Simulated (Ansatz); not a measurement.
## CaO (CsCl type): gap against strain (uniaxial along x, other directions held)

CaO built on the CsCl prototype, relaxed with r2SCAN in Ansatz, then strained (uniaxial along x, other directions held; changes of length per length, axes as in the cell below) with the atoms relaxed again within the symmetry that is left. Space group Pm-3m (No. 221), cubic; conventional cell a = 2.903 Å, 12.24 Å³ an atom. Around Ca lie 8 O at 2.51 Å; around O lie 8 Ca at 2.51 Å. All values are calculated for a non-magnetic cell, which may be hypothetical.

```yaml
crystal:
  lattice:
    - [2.90321, 0.00000, 0.00000]
    - [0.00000, 2.90321, 0.00000]
    - [0.00000, 0.00000, 2.90321]
  atoms:
    - { symbol: Ca, position: [0.00000, 0.00000, 0.00000] }
    - { symbol: O, position: [0.50000, 0.50000, 0.50000] }
```

Gaps are the least over each mesh (PBE 8×8×8, r2SCAN 8×8×8, HSE06 6×6×6 when unstrained) and the special points, which keep their unstrained names; stress is the change from the unstrained cell, compression positive.

```tsv
strain (%)	gap, PBE (eV)	gap, r2SCAN (eV)	gap, HSE06 (eV)	edges, HSE06	stress along the strain, r2SCAN (GPa)	energy rise, r2SCAN (meV/atom)
-5.21	2.383	2.882	4.104	M → Γ	+22.63	43.3
-2.97	2.573	3.074	4.291	M → Γ	+12.32	13.6
-2.45	2.612	3.113	4.329	M → Γ	+10.05	9.2
0.0	2.773	3.276	4.478	M → Γ	0.00	0.0
+0.93	2.749	3.250	4.451	M → Γ	-3.57	1.3
+3.14	2.679	3.174	4.363	M → Γ	-11.59	14.3
```

Between zero and the nearest strains the slope of the HSE06 gap against strain is +0.061 eV per percent for negative and -0.030 for positive strain; it falls either way, as happens when edge states split or other valleys take over.

The meshes of the hybrids are coarse, so their gaps aren't converged to the digits shown.
